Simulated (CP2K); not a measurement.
# CsSnBr3 under changes of volume

One of the cells (39.815 Å³/atom); the others are scaled copies at fixed shape and fractional positions:

```
CELL_PARAMETERS angstrom
5.83901 0.00000 0.00000
0.00000 5.83901 0.00000
0.00000 0.00000 5.83901
ATOMIC_POSITIONS crystal
Cs 0.00000 0.00000 0.00000
Sn 0.50000 0.50000 0.50000
Br 0.00000 0.50000 0.50000
Br 0.50000 0.50000 0.00000
Br 0.50000 0.00000 0.50000
```

The cell is a database's computed one.

* Program: CP2K 2026.2
* Functional: LDA
* Potentials or basis: GTH_POTENTIALS Cs GTH-PADE-q9, Sn GTH-PADE-q4, Br GTH-PADE-q7; TZVP-MOLOPT-PBE-GTH basis
* Density cutoff: 6123 eV
* k mesh: 5 × 5 × 5
* Occupations: fermi-dirac, width 0.05 eV
* Spin: no spin polarisation

| volume (Å³/atom) | energy over the lowest point (meV/atom) | pressure (GPa) | gap on the mesh (eV) |
| --- | --- | --- | --- |
| 37.426 | 0.00 | -0.7 | 1.76 |
| 38.222 | 4.40 | -1.1 | 1.79 |
| 39.019 | 10.88 | -1.5 | 1.82 |
| 39.815 | 19.19 | -1.8 | 1.85 |
| 40.611 | 29.14 | -2.1 | 1.88 |
| 41.408 | ? | ? | ? |
| 42.204 | 53.10 | -2.7 | 1.94 |

Q: What does the run at 41.408 Å³/atom give?

A: Energy over the lowest point 40.49 meV/atom; pressure -2.4 GPa; gap on the mesh 1.91 eV.

Worked out: A Birch-Murnaghan fit of order 3 (a polynomial in V^(-2/3)) to the other rows has its minimum at 36.42 Å³/atom, just outside them, with B0 = V·E''(V) = 26 GPa and B' = 4.8. It gives 40.50 meV/atom at 41.408 Å³/atom, against the run's 40.49, and -dE/dV = -2.4 GPa, against -2.4. A straight line through the other rows of the gap, of slope 1.5 eV per unit of ln V (its deformation potential), gives 1.91 eV, against the run's 1.91.

Energies are extrapolated to zero smearing.

Caveats: spin-orbit coupling is left out, which moves the levels of the heavy elements; an odd mesh through Γ misses points on the zone boundary, where band edges often lie; the basis of atomic orbitals isn't converged, which shifts pressures, moduli and gaps.
